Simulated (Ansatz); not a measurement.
## ZnO: computed properties

Level of theory: Ansatz, DFT r2SCAN, scalar-relativistic, plane waves, PAW.

Cutoff 500 eV; k points 12×12×12 on the computed 2-atom cell (Γ-centred); Gaussian smearing, width 0.02 eV; no spin polarisation.

The structure is relaxed at this level of theory with its symmetry kept. This rock-salt form isn't the usual stable structure of the compound.

```yaml
crystal:
  lattice:
    - [0.00000, 2.13376, 2.13376]
    - [2.13376, 0.00000, 2.13376]
    - [2.13376, 2.13376, 0.00000]
  atoms:
    - { symbol: Zn, position: [0.00000, 0.00000, 0.00000] }
    - { symbol: O, position: [0.50000, 0.50000, 0.50000] }
```

(1) Formation energy from the elements' standard states (uncorrected)?

(2) Generalised Kohn–Sham band gap?

(3) Löwdin character of the top 1 eV of the valence band?

(4) Löwdin character of the lowest 1 eV of the conduction band?

(5) Electron masses at the edge by Cartesian direction of the standard setting (m_e; degenerate bands sorted by energy; no spin-orbit coupling)?

(6) Hole masses at the edge by Cartesian direction of the standard setting (m_e; degenerate bands sorted by energy; no spin-orbit coupling)?

(7) Bulk modulus?

(8) Its pressure derivative?

(9) Bader charges (e)?

Results:

(1) -1.534 eV/atom.

(2) 1.57 eV, indirect from L to Γ.

(3) O 2p 76 %, Zn 3d 21 %.

(4) Zn 4s 56 %, O 2s 30 %, O 2p 14 %.

(5) x: 0.21; y: 0.21; z: 0.21.

(6) x: 6.3, 0.41; y: 6.3, 0.41; z: 6.3, 0.41.

(7) 193 GPa.

(8) 4.4.

(9) Zn (1 in the cell) 1.34, O (1 in the cell) -1.34.

Cost: 8 runs of about 0.39 core-minutes in all, on AMD EPYC 9R45 (Zen 5) (shared hosts).